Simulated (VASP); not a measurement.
# K in VASP: settings compared, part 3 of 3

VASP 6.6.1. Earlier steps stand in the parts before.

## (5) Relaxation of the atoms, PBE

Contents of INCAR:

```
PREC = Accurate
ENCUT = 520
EDIFF = 1E-6
ISMEAR = -1
SIGMA = 0.05
LREAL = F
LASPH = T
NELM = 60
ALGO = Normal
ISIF = 2
LWAVE = F
LCHARG = F
LDIPOL = T
IDIPOL = 3
DIPOL = 0.5 0.5 0.500
GGA = PE
IBRION = 2
NSW = 60
EDIFFG = -0.005
```

Contents of KPOINTS:

```
Automatic mesh
0
Gamma
  5 5 1
```

Contents of POSCAR:

```
K
1.0
    4.7623960204      0.0000000000      0.0000000000
   -2.3811980102      4.1243559365      0.0000000000
    0.0000000000      0.0000000000     30.6599426400
K
5
Selective dynamics
Direct
    0.6666666700      0.3333333400      0.2446188529  F F F
    0.3333333300      0.6666666600      0.3723094265  F F F
    0.6666666700      0.3333333400      0.5000000000  T T T
    0.3333333300      0.6666666600      0.6276905735  T T T
    0.6666666700      0.3333333400      0.7553811471  T T T
```

Potentials or basis: VASP PAW PBE potentials, release 64 (K_sv).

The run is started by

```console
$ cat potpaw_PBE.64/K_sv/POTCAR > POTCAR
$ mpirun -np 1 vasp_std > vasp.out
```

OUTCAR:

```text
PREC = Accurate
   ENCUT = 520
   EDIFF = 1E-6
   ISMEAR = -1
   LREAL = F
   LASPH = T
   NELM = 60
   ISIF = 2
   GGA = PE
   IBRION = 2
   NSW = 60
   EDIFFG = -0.005

 ion  position               nearest neighbor table
   1  0.667  0.333  0.245-
   2  0.333  0.667  0.372-
   3  0.667  0.333  0.500-
   4  0.333  0.667  0.628-
   5  0.667  0.333  0.755-

  LATTYP: Found a hexagonal cell.
 ALAT       =     4.7623960204
 C/A-ratio  =     6.4379237906

  Lattice vectors:

 A1 = (   4.7623960204,   0.0000000000,   0.0000000000)
 A2 = (  -2.3811980102,   4.1243559365,   0.0000000000)
 A3 = (   0.0000000000,   0.0000000000,  30.6599426400)

Analysis of symmetry for initial positions (statically):
=====================================================================
 Subroutine PRICEL returns:
 Original cell was already a primitive cell.

 Routine SETGRP: Setting up the symmetry group for a
 hexagonal supercell.

 Subroutine GETGRP returns: Found 12 space group operations
 (whereof 12 operations were pure point group operations)
 out of a pool of 24 trial point group operations.

The static configuration has the point symmetry D_3h.

Analysis of symmetry for dynamics (positions and initial velocities):
=====================================================================
 Subroutine PRICEL returns:
 Original cell was already a primitive cell.

 Routine SETGRP: Setting up the symmetry group for a
 hexagonal supercell.

 Subroutine GETGRP returns: Found 12 space group operations
 (whereof 12 operations were pure point group operations)
 out of a pool of 24 trial point group operations.

[... 149 lines left out ...]

  energy without entropy =       -5.02526996  energy(sigma->0) =       -5.04053829

------------------------ aborting loop because EDIFF is reached ----------------------------------------

  FORCE on cell =-STRESS in cart. coord.  units (eV):
  Direction    XX          YY          ZZ          XY          YZ          ZX
  --------------------------------------------------------------------------------------
  -------------------------------------------------------------------------------------
  Total       -0.3705553     -0.3705553     -0.5522014      0.0000000     -0.0000000      0.0000000
  in kB       -0.9858496     -0.9858496     -1.4691128      0.0000000     -0.0000000      0.0000000
  external PRESSURE =      -1.1469373 kB  Pullay stress =       0.0000000 kB
[... 98 lines left out ...]
  FREE ENERGIE OF THE ION-ELECTRON SYSTEM (eV)
  ---------------------------------------------------
  free  energy   TOTEN  =        -5.0564286834 eV

  energy  without entropy=       -5.0259950335  energy(sigma->0) =       -5.04121186

[... ionic steps 4 to 11 ...]

--------------------------------------- Ionic step       12  -------------------------------------------

 number of electron      45.0000006 magnetization

------------------------ aborting loop because EDIFF is reached ----------------------------------------
[... 67 lines left out ...]
  FREE ENERGIE OF THE ION-ELECTRON SYSTEM (eV)
  ---------------------------------------------------
  free  energy   TOTEN  =        -5.0621782385 eV

  energy  without entropy=       -5.0343460067  energy(sigma->0) =       -5.04826212

 dipolmoment           0.000000      0.000000      0.000306 electrons x Angstroem

--------------------------------------- Ionic step       14  -------------------------------------------

 number of electron      45.0000007 magnetization

 dipolmoment           0.000000      0.000000     -0.001793 electrons x Angstroem

 Free energy of the ion-electron system (eV)
  ---------------------------------------------------
  ext. energy  EPLUGINS =         0.00000000
  ---------------------------------------------------
  free energy    TOTEN  =        -5.06224092 eV

  energy without entropy =       -5.03429695  energy(sigma->0) =       -5.04826893

 E-fermi :  -0.8831     XC(G=0):  -3.9182

 val. band max:       -1.1391817382   @ k =   0.0000   0.0000   0.0000
 cond. band min:      -0.8756477781   @ k =   0.4000   0.0000   0.0000
 fundamental gap:      0.2635339600
 Fermi energy:        -0.8831070187

 k-point     1 :       0.0000    0.0000    0.0000
  band No.  band energies     occupation
      1     -33.2154      2.00000
      2     -33.2145      2.00000
      3     -33.1027      2.00000
      4     -33.1002      2.00000
      5     -33.0970      2.00000
      6     -16.7179      2.00000
[... 139 lines left out ...]
     26       0.1171      0.00000
     27       0.4153      0.00000

------------------------ aborting loop because EDIFF is reached ----------------------------------------

 vacuum level on the upper side and lower side of the slab       (xc-potential included)        -0.364        -0.300

  FORCE on cell =-STRESS in cart. coord.  units (eV):
  Direction    XX          YY          ZZ          XY          YZ          ZX
  --------------------------------------------------------------------------------------
  -------------------------------------------------------------------------------------
  Total       -0.3197702     -0.3197702     -0.2213171      0.0000000      0.0000000      0.0000000
  in kB       -0.8507374     -0.8507374     -0.5888065      0.0000000      0.0000000      0.0000000
  external PRESSURE =      -0.7634271 kB  Pullay stress =       0.0000000 kB
[... 20 lines left out ...]
  FREE ENERGIE OF THE ION-ELECTRON SYSTEM (eV)
  ---------------------------------------------------
  free  energy   TOTEN  =        -5.0622409183 eV

  energy  without entropy=       -5.0342969496  energy(sigma->0) =       -5.04826893

 reached required accuracy - stopping structural energy minimisation

 vacuum level on the upper side and lower side of the slab         1.027         1.136
```

It took 37 min on 1 thread of AMD EPYC, shared host; peak memory 0.66 GiB.

Results:

```
Free energy               : -5.0622 eV
Energy gained by relaxing : 1.3 meV/atom
Ionic steps               : 14
Band gap on the k mesh    : none (metal or under the smearing width)
```

The path:
| step | energy change (eV) | largest force (eV/Å) | pressure (GPa) |
| --- | --- | --- | --- |
| 1 | 0.0000 | 0.0489 | -0.11 |
| 2 | -0.0002 | 0.0490 | -0.11 |
| 3 | -0.0006 | 0.0488 | -0.11 |
| 4 | -0.0015 | 0.0488 | -0.11 |
| 5 | -0.0027 | 0.0488 | -0.11 |
| 6 | -0.0036 | 0.0482 | -0.10 |
| 7 | -0.0036 | 0.0485 | -0.10 |
| 8 | -0.0038 | 0.0483 | -0.10 |
| 9 | -0.0043 | 0.0482 | -0.10 |
| 10 | -0.0046 | 0.0494 | -0.09 |
| 11 | -0.0049 | 0.0485 | -0.09 |
| 12 | -0.0057 | 0.0488 | -0.09 |
| 13 | -0.0064 | 0.0482 | -0.07 |
| 14 | -0.0064 | 0.0479 | -0.08 |

Final structure:
```yaml
crystal:
  lattice:
    - [4.76240, 0.00000, 0.00000]
    - [-2.38120, 4.12436, 0.00000]
    - [0.00000, 0.00000, 30.65994]
  atoms:
    - { symbol: K, position: [0.66667, 0.33333, 0.24462] }
    - { symbol: K, position: [0.33333, 0.66667, 0.37231] }
    - { symbol: K, position: [0.66667, 0.33333, 0.49729] }
    - { symbol: K, position: [0.33333, 0.66667, 0.62318] }
    - { symbol: K, position: [0.66667, 0.33333, 0.74430] }
```

## (6) Relaxation of the atoms, LDA

Changes to INCAR since step 5:

```diff
@@ -15,3 +15,3 @@
 DIPOL = 0.5 0.5 0.500
-GGA = PE
+GGA = CA
 IBRION = 2
```

KPOINTS is that of step 5.

POSCAR is that of step 5.

Potentials or basis: VASP PAW LDA potentials, release 64 (K_sv).

The run is started by

```console
$ cat potpaw_LDA.64/K_sv/POTCAR > POTCAR
$ mpirun -np 1 vasp_std > vasp.out
```

Run time: 65 min. Hardware: 1 thread of AMD EPYC, shared host; peak memory 0.46 GiB.

The run converged. Its results:

```yaml
Free_energy: -5.5298 eV
Energy_gained_by_relaxing: 9.6 meV/atom
Ionic_steps: 19
Band_gap_on_the_k_mesh: none (metal or under the smearing width)
```

The path:
```csv
step,energy change (eV),largest force (eV/Å),pressure (GPa)
1,0.0000,0.1021,-0.38
2,-0.0005,0.1021,-0.38
3,-0.0021,0.1021,-0.38
4,-0.0052,0.1021,-0.37
5,-0.0104,0.1017,-0.37
6,-0.0169,0.1013,-0.35
7,-0.0090,0.1441,-0.31
8,-0.0178,0.1009,-0.34
9,-0.0200,0.1010,-0.34
10,-0.0256,0.1022,-0.33
11,-0.0328,0.1035,-0.32
12,-0.0239,0.1499,-0.27
13,-0.0338,0.1038,-0.31
14,-0.0370,0.1030,-0.30
15,-0.0441,0.1003,-0.29
16,-0.0454,0.1209,-0.25
17,-0.0472,0.0975,-0.27
18,-0.0473,0.0960,-0.26
19,-0.0479,0.0998,-0.26
```

Final structure:
```cif
data_structure
_symmetry_space_group_name_H-M 'P 1'
_symmetry_Int_Tables_number 1
_cell_length_a 4.7624
_cell_length_b 4.7624
_cell_length_c 30.6599
_cell_angle_alpha 90.000
_cell_angle_beta 90.000
_cell_angle_gamma 120.000
_cell_volume 602.22
loop_
_atom_site_label
_atom_site_type_symbol
_atom_site_fract_x
_atom_site_fract_y
_atom_site_fract_z
_atom_site_occupancy
K1 K 0.66667 0.33333 0.24462 1
K2 K 0.33333 0.66667 0.37231 1
K3 K 0.66667 0.33333 0.48906 1
K4 K 0.33333 0.66667 0.60703 1
K5 K 0.66667 0.33333 0.72124 1
```

Levels at points of the mesh, in eV from the Fermi level:
| k point | band 19 | band 20 | band 21 | band 22 | band 23 | band 24 | band 25 | band 26 | band 27 |
| --- | --- | --- | --- | --- | --- | --- | --- | --- | --- |
| (0.00, 0.00, 0.00) | -15.59 | -15.59 | -2.22 | -1.89 | -1.45 | -0.89 | -0.19 | 0.67 | 1.13 |

## (7) Overview

| level | potentials or basis | cutoff (eV) | gap on the mesh (eV) |
| --- | --- | --- | --- |
| PBE | VASP PAW PBE potentials, release 64 (K_sv_GW) | 600 | none |
| PBE | VASP PAW PBE potentials, release 54 (K_sv) | 600 | none |
| PBE | VASP PAW PBE potentials, release 54 (K_pv) | 600 | none |
| PBE | VASP PAW PBE potentials, release 64 (K_sv) | 520 | none |
| LDA | VASP PAW LDA potentials, release 64 (K_sv) | 520 | none |

Alike in all rows: task relaxation of the atoms; no spin polarisation; cell atoms relaxed; k mesh 5 × 5 × 1; smearing fermi-dirac 0.05 eV.

Absolute energies hang on the potentials; compare differences alone.
